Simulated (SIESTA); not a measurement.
Ti under changes of volume

One of the cells (17.020 Å³/atom); the others are scaled copies at fixed shape and fractional positions:

```
CELL_PARAMETERS angstrom
4.56737 0.00000 0.00000
-2.28369 3.95546 0.00000
0.00000 0.00000 2.82624
ATOMIC_POSITIONS crystal
Ti 0.66667 0.33333 0.50000
Ti 0.33333 0.66667 0.50000
Ti 0.00000 0.00000 0.00000
```

This isn't the form of Ti at room conditions, which is hcp.

| Property | Result |
| --- | --- |
| Program | SIESTA 5.4.2 |
| Functional | LDA |
| Potentials or basis | PseudoDojo 0.4 standard (LDA files) |
| Basis | DZP (energy shift 0.003 Ry; two zetas on semicore shells) |
| Grid cutoff | 800 Ry |
| Energy shift | 0.003 Ry |
| k mesh | 7 × 7 × 9 |
| Occupations | fermi-dirac, width 0.05 eV |
| Spin | no spin polarisation |

| volume (Å³/atom) | energy over the lowest point (meV/atom) | pressure (GPa) |
| --- | --- | --- |
| 15.999 | 0.00 | -0.5 |
| 16.339 | 3.81 | -3.1 |
| 16.679 | 12.96 | -5.5 |
| 17.020 | 26.93 | -7.6 |
| 17.360 | 45.29 | -9.6 |
| 17.701 | 67.70 | -11.4 |
| 18.041 | ? | ? |

Task: What does the run at 18.041 Å³/atom give?

Result: Energy over the lowest point 93.72 meV/atom; pressure -13.0 GPa.

Worked out: A Birch-Murnaghan fit of order 3 (a polynomial in V^(-2/3)) to the other rows has its minimum at 15.94 Å³/atom, just outside them, with B0 = V·E''(V) = 131 GPa and B' = 3.5 at fixed shape and positions, which overstates the stiffness. It gives 93.68 meV/atom at 18.041 Å³/atom, against the run's 93.72, and -dE/dV = -13.0 GPa, against -13.0.

Energies are extrapolated to zero smearing.

Caveats: the basis of atomic orbitals isn't converged, which shifts pressures, moduli and gaps.
